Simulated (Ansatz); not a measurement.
# MnS (P6_3mc) in Ansatz: single point with PBE

Aim: the single point of MnS with PBE.

Program: Ansatz 0.2.0. These are calculated values, not measurements. Logs are shortened: lines on timing, memory, paths and dates and some standing lists are left out, and cuts for length are marked.

**1. Starting point**

The structure is hexagonal, space group P6_3mc (No. 186). The conventional cell has a = 3.976 Å, b = 3.976 Å, c = 6.432 Å, α = 90.00°, β = 90.00°, γ = 120.00°. Mn (site symmetry 3m) is surrounded by 4 S at 2.41 to 2.48 Å. S (site symmetry 3m) is surrounded by 4 Mn at 2.41 to 2.48 Å.

**2. Single point, PBE, collinear spin, ferromagnetic start**

input.yaml reads:

```yaml
crystal:
  lattice:
    - [3.97600161, 0.0, 0.0]
    - [-1.9880008, 3.4433184, 0.0]
    - [0.0, 0.0, 6.4320005]
  atoms:
    - { symbol: Mn, position: [0.3333333333, 0.6666666667, 0.0], spin: 5.5 }
    - { symbol: Mn, position: [0.6666666667, 0.3333333333, 0.5], spin: 5.5 }
    - { symbol: S, position: [0.3333333333, 0.6666666667, 0.385] }
    - { symbol: S, position: [0.6666666667, 0.3333333333, 0.885] }
hamiltonian:
  xc: pbe
  pseudopotentials: { kind: paw }
magnetization:
  spin_polarized: true
kpoints:
  mp_grid: { grid: [8, 8, 4] }
scf:
  occupations: { method: fermi_dirac, width: 0.05 }
output:
  forces: true
  stress: true
  eigenvalues: true
  write_density: true
  write_potential: true
  elf: true
  volumetric_format: npy
```

Potentials or basis: Ansatz PAW.

The run is started by

```bash
$ ansatz run input.yaml --threads 2 --pin off --max-ram 5120MiB --backend cpu --events-out ev --progress --plain --runs-dir out
```

Standard output:

```text
Warning: where an SCF of this run starts from atoms to list the orders of its open shells, Mn (sites 0, 1, from 0) starts with 5.00 μB on its 3d shell, in the place of the 5.50 μB that the deck gives it: its open shells can hold no more by Hund's first rule. To start from spheres of the given moment, type scf.initial_density.shell_occupations: []
Warning: RAYON_NUM_THREADS=2 ignored (pool sized by the plan → 2); use --threads N
Engine: ansatz 0.2.0, x86_64-unknown-linux-gnu
Pseudopotentials: kind: paw
Pseudopotential: Mn, paw, valence charge 15, recommended cutoff 420 eV (normal), Mn.paw.azcp
Pseudopotential: S, paw, valence charge 6, recommended cutoff 420 eV (normal), S.paw.azcp
Functional definition: PBE
  parameter kappa = 0.804
  parameter beta = 0.06672455060314922
  exchange = pbe_x(kappa = kappa, mu = beta*pi^2/3)
  correlation = pbe_c(beta = beta)
Crystal: 4 atoms, lattice volume = 88.058 Å³
Basis set: ecut = 420 eV, 1761 PW (Γ), exchange–correlation on 54×54×90 points (8 copies of the dense FFT grid, shifted against one another)
Bands: 32, of which v1, the nominal top of the filled ones, is band 21 counted from 1 (20 counted from 0)
Symmetry: 12 space group operations
Space group: P63mc (ITA 186), of the structure as read, at distance tolerance 4.4e-5 Å
Magnetic group: BNS 186.203 (UNI 1433), of the structure as read, at distance tolerance 4.4e-5 Å
k-points: 30 of 256 (time reversal used)
Non-local potential: Mn, projectors of the file, l = 0: 3, l = 1: 2, l = 2: 3, l = 3: 1
Non-local potential: S, projectors of the file, l = 0: 2, l = 1: 2, l = 2: 2
PAW form: soft (Blöchl's): semilocal exchange-correlation on the pseudo side does not see the compensation charge
PAW one-centre angular grid: Mn, 590 points (default); XC on 64 Gauss nodes
PAW one-centre angular grid: S, 110 points (default); XC on 64 Gauss nodes
Initial density: superposition of atomic densities (chi_scale 0.1, normalization cell, long waves kept (reshape's long-wave potential 0.00 eV rms))
Starting moments: Σ|m| = 11 μB on 2 of 4 sites
Initial wavefunctions: pseudopotential atomic-orbital guess
Functional: x = pbe(κ = 0.804, μ = 0.2195149727645171), c = pbe(β = 0.06672455060314922)
SCF iter   1: F=—  HF=-9603.771694 eV  |F-HF|=—  |Δ(HF+E_count)|=         —  Δρ=3.93e-2 (↑3.62e-2 ↓3.93e-2)  dr2=4.27e0  dr2_m=4.42e-2  M=9.887 μB ∫|m|=9.887 μB  β_m=0.30  ethr=3.10e-3  ⟨swp⟩=6.4  Hψ=7690  notcnv=0
Mixer restart at iter 1: flushing history
preconditioner: auto → Kerker (q_TF=auto, 2.412 Å⁻¹)  [metal: Δε(μ)=0.051 eV  Ē_g=8.562 eV  σ=0.050 eV  W_gap=0.24  n_scr=22 (ndim 8)  ℏωp=20.2 eV  f_vac=0.005  D(μ)=1.24/eV (n_scr^D=2)]
spin=Collinear: Kerker preconditioning applied to the charge; magnetization (m = ρ↑ − ρ↓) channel mixes plain (no charge-response kernel on spin).
SCF iter   2: F=—  HF=-9603.640012 eV  |F-HF|=—  |Δ(HF+E_count)|=   1.32e-1  Δρ=2.49e-2 (↑1.34e-2 ↓2.49e-2)  dr2=1.38e0  dr2_m=4.27e-2  M=9.910 μB ∫|m|=9.910 μB  β_m=0.44  ethr=3.10e-3  ⟨swp⟩=2.9  Hψ=3874  notcnv=0  defer=165
SCF iter   3: F=—  HF=-9603.729669 eV  |F-HF|=—  |Δ(HF+E_count)|=   8.97e-2  Δρ=1.15e-2 (↑7.67e-3 ↓1.15e-2)  dr2=2.70e-1  dr2_m=3.81e-2  M=9.903 μB ∫|m|=9.903 μB  β_m=0.72  ethr=3.10e-3  ⟨swp⟩=2.0  Hψ=2716  notcnv=0  defer=165
SCF iter   4: F=—  HF=-9603.685239 eV  |F-HF|=—  |Δ(HF+E_count)|=         —  Δρ=4.41e-3 (↑3.06e-3 ↓4.41e-3)  dr2=4.05e-2  dr2_m=9.60e-4  M=9.924 μB ∫|m|=9.924 μB  β_m=0.72  ethr=6.42e-4  ⟨swp⟩=2.2  Hψ=3273  notcnv=0  defer=164
Mixer restart at iter 4: flushing history
SCF iter   5: F=—  HF=-9603.702055 eV  |F-HF|=—  |Δ(HF+E_count)|=   1.68e-2  Δρ=2.11e-3 (↑2.11e-3 ↓1.43e-3)  dr2=7.46e-3  dr2_m=1.52e-3  M=9.926 μB ∫|m|=9.926 μB  β_m=0.77  ethr=9.63e-5  ⟨swp⟩=2.6  Hψ=3359  notcnv=0  defer=164
SCF iter   6: F=—  HF=-9603.706305 eV  |F-HF|=—  |Δ(HF+E_count)|=   4.25e-3  Δρ=1.21e-3 (↑1.21e-3 ↓8.40e-4)  dr2=3.58e-3  dr2_m=6.70e-5  M=9.920 μB ∫|m|=9.920 μB  β_m=0.78  ethr=1.78e-5  ⟨swp⟩=2.1  Hψ=3358  notcnv=0  defer=164
SCF iter   7: F=—  HF=-9603.709275 eV  |F-HF|=—  |Δ(HF+E_count)|=   2.97e-3  Δρ=4.51e-4 (↑3.12e-4 ↓4.51e-4)  dr2=8.99e-4  dr2_m=1.24e-5  M=9.918 μB ∫|m|=9.918 μB  β_m=0.89  ethr=8.53e-6  ⟨swp⟩=2.1  Hψ=3062  notcnv=0  defer=164
SCF iter   8: F=—  HF=-9603.710324 eV  |F-HF|=—  |Δ(HF+E_count)|=   1.05e-3  Δρ=2.52e-4 (↑2.52e-4 ↓1.89e-4)  dr2=1.19e-4  dr2_m=1.52e-6  M=9.917 μB ∫|m|=9.917 μB  β_m=0.94  ethr=2.14e-6  ⟨swp⟩=2.0  Hψ=3075  notcnv=0  defer=164
SCF iter   9: F=—  HF=-9603.710407 eV  |F-HF|=—  |Δ(HF+E_count)|=   8.31e-5  Δρ=7.30e-5 (↑3.81e-5 ↓7.30e-5)  dr2=1.27e-5  dr2_m=5.83e-7  M=9.918 μB ∫|m|=9.918 μB  β_m=0.97  ethr=2.82e-7  ⟨swp⟩=2.4  Hψ=2905  notcnv=0  defer=164
SCF iter  10: F=—  HF=-9603.710401 eV  |F-HF|=—  |Δ(HF+E_count)|=   5.96e-6  Δρ=2.05e-5 (↑2.05e-5 ↓1.39e-5)  dr2=1.16e-6  dr2_m=7.11e-8  M=9.918 μB ∫|m|=9.918 μB  β_m=0.99  ethr=3.02e-8  ⟨swp⟩=2.0  Hψ=2610  notcnv=0  defer=164
SCF iter  11: F=—  HF=-9603.710402 eV  |F-HF|=—  |Δ(HF+E_count)|=   1.24e-6  Δρ=1.02e-5 (↑1.02e-5 ↓7.08e-6)  dr2=1.11e-7  dr2_m=4.28e-8  M=9.918 μB ∫|m|=9.918 μB  β_m=0.99  ethr=2.76e-9  ⟨swp⟩=2.0  Hψ=2737  notcnv=0  defer=164
SCF iter  12: F=—  HF=-9603.710402 eV  |F-HF|=—  |Δ(HF+E_count)|=   1.50e-7  Δρ=4.89e-6 (↑3.09e-6 ↓4.89e-6)  dr2=5.05e-8  dr2_m=6.84e-9  M=9.918 μB ∫|m|=9.918 μB  β_m=1.00  ethr=2.65e-10  ⟨swp⟩=2.0  Hψ=2585  notcnv=0  defer=164
SCF iter  13: F=-9603.710402 eV  HF=-9603.710402 eV  |F-HF|=1.09e-10  |Δ(HF+E_count)|=   1.00e-8  Δρ=1.12e-6 (↑1.12e-6 ↓4.47e-7)  dr2=1.14e-9  dr2_m=2.51e-10  M=9.918 μB ∫|m|=9.918 μB  ethr=1.20e-10  ⟨swp⟩=10.7  Hψ=12063  notcnv=0
SCF 1 converged in 13 iterations: F = -9603.710402 eV  dr2 = 1.14e-9
WARN: an SCF from antiferromagnetic starting moments (-5.50, 5.50, 0.00, 0.00 Bohr magnetons, atom by atom) was not made, by what the run has read of turns of its moments that order reads lower: the deck asks for what bars it, or types moments that do (magnetization.spin_polarized, in the input reference, names some of the keys), or the run goes by scf.lower_state_search: light, the default, which as a rule tries one only behind a close that has lost an order of both signs, or on which an open d or half-filled 4f shell of a PAW file has lost a moment that was set nearer to Hund's than to what is left; or, under a Hubbard U, one that names an f shell that the input leaves bare beside given moments, or a larger moment for a shell of low spin that is given one. standard, with a start from the atoms, tries one behind each close (in a relaxation, ahead of its steps or at their end). To set out from that order, type those moments (crystal.atoms[].spin; where shells were raised to Hund's moment, beside crystal.symmetry.detect: false) under scf.lower_state_search: light. The bands of the close that named these starting moments, or of the one ahead of a search that led to it (under cold or Methfessel-Paxton smearing those of the Gaussian ahead of it) read a cost of -378.04 meV for the turn to them, carried on from a small turn (-378.04 by the pairs of d shells alone)
SCF converged after 13 iterations
Magnetization: 9.9184 μB (25.9592 up, 16.0408 down)
Absolute magnetization: 9.9184 μB (∫|ρ↑−ρ↓|, with the PAW one-centre terms)
Spin contamination: 0.0269 ħ² per cell (⟨S²⟩ above its minimum at these occupations)
Per-site moments (μB) at R_I (Å): [(4.168716437898529, 0.9948569769660981), (4.168716437898525, 0.994856976966098), (0.13286667374357836, 0.994856976966098), (0.13286667374357708, 0.9948569769660981)]
Free energy (F): -9603.710402 eV
Harris-Foulkes:  -9603.710402 eV  (|F-HF|=1.09e-10)
Internal energy: -9603.702422 eV  (E = F + TS)
E sigma→0 (E₀):  -9603.706412 eV
Entropy (-TS):   -0.007980 eV (-1.995 meV/atom)
Fermi energy:    7.524054 eV
--- Per-component energies (eV) ---
  E_band       = -713.996150
  E_kinetic    = 811.152660
  E_local      = -5608.909663  (includes V_loc(G=0)·N_el)
  E_nonlocal   = 560.127503
  E_hartree    = 2303.495900
  E_xc         = -416.018250
  E_vxc        = -458.286149  (∫ρ·V_xc dr)
  E_paw        = -3813.023383  (= ΣΔE_a)
  E_vpaw       = -625.070298  (= ΣTr[D̂ρ^β])
  E_aug_tail   = -0.000016  (compensation charges beyond the density's cutoff)
  E_ewald      = -3440.527174
  E_smearing   = -0.007980  (= −TS)
  E_closure    = -0.000000  (closes the sum)
  Σ components = -9603.710402   (vs F -9603.710402, Δ=0.00e0)
--- Forces (eV/Å), atoms counted from 1 ---
  atom   1  Mn     0.00000000     0.00000000     0.18651421
  atom   2  Mn    -0.00000000     0.00000000     0.18651421
  atom   3  S      0.00000000     0.00000000    -0.18651914
  atom   4  S     -0.00000000    -0.00000000    -0.18651914
  max |Σ_I F_I| component: 9.85e-6 eV/Å
--- Stress (GPa, compression-positive) ---
        1.836090       0.000000      -0.000000
        0.000000       1.836090       0.000000
       -0.000000       0.000000       0.044075
  P = ⅓ Tr σ = 1.2388 GPa (12.388 kbar)
--- Band table (eV; the first three rows and the last of 60) ---
  k-point 0 ↑: bands = ["-74.5133", "-74.5132", "-43.2682", "-43.2649", "-43.2609", "-43.2609", "-43.2604", "-43.2604", "-6.4640", "-5.7726", "1.7574", "2.5793", "2.5793", "2.6862", "2.6862", "2.7339", "4.1709", "4.1709", "4.4233", "4.4233", "4.6707", "6.7950", "6.7950", "7.4776", "7.7186", "7.7186", "8.4987", "10.0750", "13.1377", "13.1377", "13.5360", "14.2743"]
  k-point 1 ↑: bands = ["-74.5133", "-74.5132", "-43.2677", "-43.2654", "-43.2608", "-43.2608", "-43.2604", "-43.2604", "-6.3717", "-5.8839", "1.8646", "2.5531", "2.5865", "2.5865", "2.6616", "2.6616", "4.2181", "4.2181", "4.3982", "4.3982", "5.0109", "6.7776", "6.9181", "6.9181", "7.5714", "7.5714", "9.3207", "10.1184", "13.0517", "13.1881", "13.1881", "13.9513"]
  k-point 2 ↑: bands = ["-74.5133", "-74.5133", "-43.2665", "-43.2665", "-43.2606", "-43.2606", "-43.2606", "-43.2606", "-6.1372", "-6.1372", "2.1733", "2.1733", "2.6155", "2.6155", "2.6155", "2.6155", "4.3188", "4.3188", "4.3188", "4.3188", "5.8292", "5.8292", "7.2329", "7.2329", "7.2329", "7.2329", "10.0767", "10.0767", "12.9857", "12.9857", "13.4540", "13.4540"]
  k-point 29 ↓: bands = ["-69.8039", "-69.8039", "-38.6476", "-38.6476", "-38.6462", "-38.6462", "-38.6388", "-38.6388", "-5.3534", "-5.3534", "2.6232", "2.6232", "3.4072", "3.4072", "4.3935", "4.3935", "7.8203", "7.8203", "8.4135", "8.4135", "8.6875", "8.6875", "8.8780", "8.8780", "9.3496", "9.3496", "12.8619", "12.8619", "14.0193", "14.0193", "14.7537", "14.7537"]
```

It took 17 s on 2 threads of Intel Xeon Platinum 8259CL at 2.50GHz (Skylake/Cascade Lake), shared host; peak memory 0.46 GiB.

What came out:

| Quantity | Value |
| --- | --- |
| Free energy | -9603.7104 eV |
| Pressure | 1.2 GPa |
| Largest force | 0.187 eV/Å |
| Band gap on the k mesh | none (metal or under the smearing width) |
| Net moment | 9.92 μB per cell |
| Absolute moment | 9.92 μB per cell |
| Site moments | Mn +4.17; S +0.13 μB |

Forces on the atoms (eV/Å):
```
Mn   0.000  0.000  0.187
Mn   0.000  0.000  0.187
S    0.000  0.000 -0.187
S    0.000  0.000 -0.187
```

Caveat: the magnetic or orbital state may not be the lowest; semilocal functionals often make such compounds metallic where correlation or magnetic order opens a gap, which also shifts bond lengths; only a ferromagnetic start was run, and an antiferromagnetic order may lie lower in energy. With open d or f shells a metallic result of PBE can be an artefact of self-interaction; +U or a hybrid may open a gap.
